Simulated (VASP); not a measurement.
# TePb (Fm-3m) in VASP: settings compared

One crystal, TePb, is run at these levels: AM05, B3LYP, PBE; tasks: relaxation of cell and atoms, single point.

Everything below comes from runs of VASP 6.6.1. Logs are shortened: lines on timing, memory, paths and dates and some standing lists are left out, and cuts for length are marked.

## (1) Starting point

It takes space group Fm-3m (No. 225, cubic). The conventional cell has a = 6.462 Å, b = 6.462 Å, c = 6.462 Å, α = 90.00°, β = 90.00°, γ = 90.00°. Pb (site symmetry m-3m) is surrounded by 6 Te at 3.23 Å. Te (site symmetry m-3m) has 6 Pb at 3.23 Å as nearest neighbours.

## (2) Relaxation of cell and atoms, AM05

INCAR reads:

```
  PREC = Accurate
  ENCUT = 600
  EDIFF = 1E-6
  ISMEAR = -1
  SIGMA = 0.05
  LREAL = F
  LASPH = T
  NELM = 100
  ALGO = Normal
  ISIF = 3
  LWAVE = F
  LCHARG = F
  GGA = AM
  IBRION = 2
  NSW = 40
  EDIFFG = -0.01
```

KPOINTS reads:

```
regular mesh
0
Gamma
  7 7 7
```

POSCAR reads:

```
TePb
1.0
    0.0000000000      3.2310000000      3.2310000000
    3.2310000000      0.0000000000      3.2310000000
    3.2310000000      3.2310000000      0.0000000000
Pb Te
1 1
Direct
    0.0000000000      0.0000000000      0.0000000000
    0.5000000000      0.5000000000      0.5000000000
```

Potentials or basis: VASP PAW PBE potentials, release 64 (Pb_d, Te).

Run with:

```bash
$ cat potpaw_PBE.64/Pb_d/POTCAR potpaw_PBE.64/Te/POTCAR > POTCAR
$ mpirun -np 1 vasp_std > vasp.out
```

OUTCAR:

```text
PREC = Accurate
   ENCUT = 600
   EDIFF = 1E-6
   ISMEAR = -1
   LREAL = F
   LASPH = T
   NELM = 100
   ISIF = 3
   GGA = AM
   IBRION = 2
   NSW = 40
   EDIFFG = -0.01

 ion  position               nearest neighbor table
   1  0.000  0.000  0.000-   2 3.23   2 3.23   2 3.23   2 3.23   2 3.23   2 3.23
   2  0.500  0.500  0.500-   1 3.23   1 3.23   1 3.23   1 3.23   1 3.23   1 3.23

  LATTYP: Found a face centered cubic cell.
 ALAT       =     6.4620000000

  Lattice vectors:

 A1 = (   0.0000000000,   3.2310000000,   3.2310000000)
 A2 = (   3.2310000000,   0.0000000000,   3.2310000000)
 A3 = (   3.2310000000,   3.2310000000,   0.0000000000)

Analysis of symmetry for initial positions (statically):
=====================================================================
 Subroutine PRICEL returns:
 Original cell was already a primitive cell.

 Routine SETGRP: Setting up the symmetry group for a
 face centered cubic supercell.

 Subroutine GETGRP returns: Found 48 space group operations
 (whereof 48 operations were pure point group operations)
 out of a pool of 48 trial point group operations.

The static configuration has the point symmetry O_h .

Analysis of symmetry for dynamics (positions and initial velocities):
=====================================================================
 Subroutine PRICEL returns:
 Original cell was already a primitive cell.

 Routine SETGRP: Setting up the symmetry group for a
 face centered cubic supercell.

 Subroutine GETGRP returns: Found 48 space group operations
 (whereof 48 operations were pure point group operations)
 out of a pool of 48 trial point group operations.

The dynamic configuration has the point symmetry O_h .

 Subroutine INISYM returns: Found 48 space group operations
 (whereof 48 operations are pure point group operations),
 and found     1 'primitive' translations

----------------------------------------------------------------------------------------

                                     Primitive cell

  volume of cell :      67.4592

  direct lattice vectors                    reciprocal lattice vectors
     0.000000000  3.231000000  3.231000000    -0.154750851  0.154750851  0.154750851
     3.231000000  0.000000000  3.231000000     0.154750851 -0.154750851  0.154750851
     3.231000000  3.231000000  0.000000000     0.154750851  0.154750851 -0.154750851

  length of vectors
     4.569324020  4.569324020  4.569324020     0.268036337  0.268036337  0.268036337

  position of ions in fractional coordinates (direct lattice)
     0.000000000  0.000000000  0.000000000
     0.500000000  0.500000000  0.500000000
[... 86 lines left out ...]
   EFERMI =   0.00;   METHOD = LEGACY
   ISMEAR =    -1;   SIGMA  =   0.05  broadening in eV -4-tet -1-fermi 0-gaus
   EFERMI_NEDOS =   21; number of points for ismear=-14 and -15
   IALGO  =     38    algorithm
   IMIX   =      4    mixing-type and parameters
     AMIX     =   0.40;   BMIX     =  1.00
     AMIX_MAG =   1.60;   BMIX_MAG =  1.00
  volume/ion in A,a.u.               =      33.73       227.62
  Fermi-wavevector in a.u.,A,eV,Ry     =   1.091619  2.062861 16.213147  1.191633
  Thomas-Fermi vector in A             =   2.227868
   LORBIT       =      0    0 simple, 1 ext, 2 COOP (PROOUT), +10 PAW based schemes
   GGA     = AM    functional components
   LHFCALC =     F    Hartree Fock is set to
   AEXX    =    0.0000 exact exchange contribution
   IVDW    =     0    specifies the selected vdW correction
   LEPSILON=     F    determine dielectric tensor
   LRPA    =     F    only Hartree local field effects (RPA)
 conjugate gradient relaxation of ions
 non-spin polarized calculation
  energy-cutoff  :      600.00
  volume of cell :       67.46
 maximum number of plane-waves:      2259
 NGX is ok and might be reduce to    40
   NGX = 19   NGY = 19   NGZ = 19

 number of electron      19.9999998 magnetization

 Free energy of the ion-electron system (eV)
  ---------------------------------------------------
  ext. energy  EPLUGINS =         0.00000000
  ---------------------------------------------------
  free energy    TOTEN  =        -7.66558787 eV

  energy without entropy =       -7.66558500  energy(sigma->0) =       -7.66558643

 E-fermi :   5.9239     XC(G=0):  -9.3591

 val. band max:        5.4183809259   @ k =   0.4286   0.0000   0.0000
 cond. band min:       6.4149308433   @ k =   0.4286   0.0000   0.0000
 fundamental gap:      0.9965499173
 Fermi energy:         5.9239064766

 k-point     1 :       0.0000    0.0000    0.0000
  band No.  band energies     occupation
      1     -11.1630      2.00000
      2     -11.1630      2.00000
      3     -11.1551      2.00000
      4     -11.1551      2.00000
      5     -11.1551      2.00000
      6      -6.5049      2.00000
      7      -0.1061      2.00000
      8       4.1905      2.00000
      9       4.1905      2.00000
     10       4.1905      2.00000
     11       9.6003      0.00000
     12       9.6003      0.00000
     13       9.6003      0.00000
     14      11.3264      0.00000
[... 309 lines left out ...]
      1     -11.2056      2.00000
      2     -11.1649      2.00000
      3     -11.1506      2.00000
      4     -11.1435      2.00000
      5     -11.1304      2.00000
      6      -4.6981      2.00000
      7      -2.5404      2.00000
      8       1.6314      2.00000
      9       2.2603      2.00000
     10       4.8555      2.00000
     11       7.4585      0.00000
     12      10.2316      0.00000
     13      11.0379      0.00000
     14      11.6507      0.00000

------------------------ aborting loop because EDIFF is reached ----------------------------------------

  FORCE on cell =-STRESS in cart. coord.  units (eV):
  Direction    XX          YY          ZZ          XY          YZ          ZX
  --------------------------------------------------------------------------------------
  -------------------------------------------------------------------------------------
  Total        0.0131579      0.0131579      0.0131579     -0.0000000      0.0000000     -0.0000000
  in kB        0.3125037      0.3125037      0.3125037     -0.0000000      0.0000000     -0.0000000
  external PRESSURE =       0.3125037 kB  Pullay stress =       0.0000000 kB

 VOLUME and BASIS-vectors are now :
 -----------------------------------------------------------------------------
  energy-cutoff  :      600.00
  volume of cell :       67.46
      direct lattice vectors                 reciprocal lattice vectors
     0.000000000  3.231000000  3.231000000    -0.154750851  0.154750851  0.154750851
     3.231000000  0.000000000  3.231000000     0.154750851 -0.154750851  0.154750851
     3.231000000  3.231000000  0.000000000     0.154750851  0.154750851 -0.154750851

 POSITION                                       TOTAL-FORCE (eV/Angst)
 -----------------------------------------------------------------------------------
      0.00000      0.00000      0.00000        -0.000000     -0.000000     -0.000000
      3.23100      3.23100      3.23100         0.000000      0.000000      0.000000
 -----------------------------------------------------------------------------------
    total drift:                                0.000000     -0.000000     -0.000000

  FREE ENERGIE OF THE ION-ELECTRON SYSTEM (eV)
  ---------------------------------------------------
  free  energy   TOTEN  =        -7.6655878679 eV

  energy  without entropy=       -7.6655849966  energy(sigma->0) =       -7.66558643

 reached required accuracy - stopping structural energy minimisation
```

CONTCAR:

```text
TePb
   1.00000000000000
     0.0000000000000000    3.2309999999999999    3.2309999999999999
     3.2309999999999999    0.0000000000000000    3.2309999999999999
     3.2309999999999999    3.2309999999999999    0.0000000000000000
  Pb              Te
     1     1
Direct
     0.0000000000000000    0.0000000000000000    0.0000000000000000
     0.5000000000000000    0.5000000000000000    0.5000000000000000

  0.00000000E+00  0.00000000E+00  0.00000000E+00
  0.00000000E+00  0.00000000E+00  0.00000000E+00
```

Wall time 32 s (1 thread of Intel Xeon Platinum 8559C (Emerald Rapids), shared host); peak memory 0.24 GiB.

Results:

* Free energy: -7.6656 eV
* Pressure after relaxing: 0.0 GPa

Final structure:
```
Pb Te
1.0
     0.00000    3.23100    3.23100
     3.23100    0.00000    3.23100
     3.23100    3.23100    0.00000
Pb Te
1 1
Direct
  0.00000 0.00000 0.00000
  0.50000 0.50000 0.50000
```

Levels at points of the mesh, in eV from the Fermi level:
| k point | band 8 | band 9 | band 10 | band 11 | band 12 | band 13 |
| --- | --- | --- | --- | --- | --- | --- |
| (0.00, 0.00, 0.00) | -1.73 | -1.73 | -1.73 | 3.68 | 3.68 | 3.68 |

Caveat: the relaxation stopped at its first step, so nothing moved; this odd mesh misses L, where the gap lies, so gap, dielectric constants and Born charges aren't listed; the PAW data sets were made with another functional, which shifts forces and pressure a little. The run has no spin-orbit coupling, so splittings on Pb, Te are missing.

(Continued in part 2 of 2.)
